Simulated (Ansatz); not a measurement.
MgS:

```
S Mg
1.0
     0.00000    2.83312    2.83312
     2.83312    0.00000    2.83312
     2.83312    2.83312    0.00000
S Mg
1 1
Direct
  0.25000 0.25000 0.25000
  0.00000 0.00000 0.00000
```

The cell comes from a database or a generator and needn't be the stable form of this composition.

Base run:

* Program: Ansatz 0.2.0
* Functional: HSE06
* Potentials or basis: all-electron PAW datasets made for the crystal
* Cutoff: 250 eV (chosen from the basis error)
* k mesh: 6 × 6 × 6
* Occupations: fermi-dirac, width 0.05 eV
* Spin: no spin polarisation

Its results: band gap on the k mesh 4.51 eV, direct; pressure -0.1 GPa.

**Question.** The run is repeated on the same cell with these changes: functional from HSE06 to PBE0. What comes out?

**Answer.** Band gap on the k mesh 5.19 eV, direct; pressure -0.2 GPa.

A k mesh can miss the band edges.
